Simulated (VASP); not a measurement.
**VASP 6.6.1 run: GaN**

INCAR

```
ISMEAR = -1
ENCUT = 520
LCHARG = .FALSE.
LASPH = .FALSE.
ISIF = 2
SIGMA = 0.02
GGA = PE
EDIFF = 1E-7
NSW = 0
PREC = Accurate
NELM = 94
LWAVE = .FALSE.
IBRION = -1
NBANDS = 16
LREAL = .FALSE.
```

KPOINTS

```
KPOINTS created by Atomic Simulation Environment
0
Gamma
10 10 10
0 0 0
```

POSCAR

```
Ga N
 1.0000000000000000
     0.0000000000000000    2.1814839649000000    2.1814839649000000
     2.1814839649000000    0.0000000000000000    2.1814839649000000
     2.1814839649000000    2.1814839649000000    0.0000000000000000
 Ga  N
   1   1
Cartesian
  0.0000000000000000  0.0000000000000000  0.0000000000000000
  1.0907419824500000  1.0907419824500000  1.0907419824500000
```

The recommended PBE PAW datasets give the neutral cell 18 valence electrons.

Command

```
mpirun -np 1 vasp_std
```

How does this run end, and what does it give?

It converged. Results: gap between bands v and c on the k mesh 2.35 eV; least direct gap on the k mesh 2.35 eV; pressure 28.0 GPa. Band v is the last that the valence electrons fill when counted band by band, and c is the next.

OSZICAR

```
N       E                     dE             d eps       ncg     rms          rms(c)
DAV:   1     0.805970987156E+02    0.80597E+02   -0.93842E+03  1728   0.207E+03
DAV:   2    -0.896372104694E+01   -0.89561E+02   -0.84123E+02  1760   0.329E+02
DAV:   3    -0.140557105576E+02   -0.50920E+01   -0.50765E+01  1832   0.683E+01
DAV:   4    -0.141089821143E+02   -0.53272E-01   -0.53268E-01  1816   0.746E+00
DAV:   5    -0.141097044896E+02   -0.72238E-03   -0.72237E-03  1880   0.760E-01    0.810E+00
DAV:   6    -0.119256196689E+02    0.21841E+01   -0.47969E+00  2296   0.430E+01    0.270E+00
DAV:   7    -0.119397072828E+02   -0.14088E-01   -0.37723E-01  1648   0.634E+00    0.182E+00
DAV:   8    -0.119349410087E+02    0.47663E-02   -0.42869E-02  1808   0.349E+00    0.653E-01
DAV:   9    -0.119313299405E+02    0.36111E-02   -0.14245E-02  2184   0.306E+00    0.158E-01
DAV:  10    -0.119315258612E+02   -0.19592E-03   -0.14403E-03  1896   0.597E-01    0.543E-02
DAV:  11    -0.119314661978E+02    0.59663E-04   -0.22158E-04  2264   0.217E-01    0.145E-02
DAV:  12    -0.119314700983E+02   -0.39005E-05   -0.23107E-05  1720   0.489E-02    0.113E-02
DAV:  13    -0.119314699028E+02    0.19549E-06   -0.68885E-07  1840   0.147E-02    0.383E-03
DAV:  14    -0.119314698480E+02    0.54832E-07   -0.40357E-08  1312   0.260E-03
   1 F= -.11931470E+02 E0= -.11931470E+02  d E =-.254878E-12
```

Standard output (part)

```
POSCAR found type information on POSCAR GaN
 POSCAR found :  2 types and       2 ions
 LDA part: xc-table for (Slater+PW92), standard interpolation
 POSCAR, INCAR and KPOINTS ok, starting setup
 WAVECAR not read
 entering main loop
```

For comparison, a separate PBE run of the intended cell, on usual settings and not on those above, gives a gap of 2.35 eV on its mesh and a pressure of 28.1 GPa.
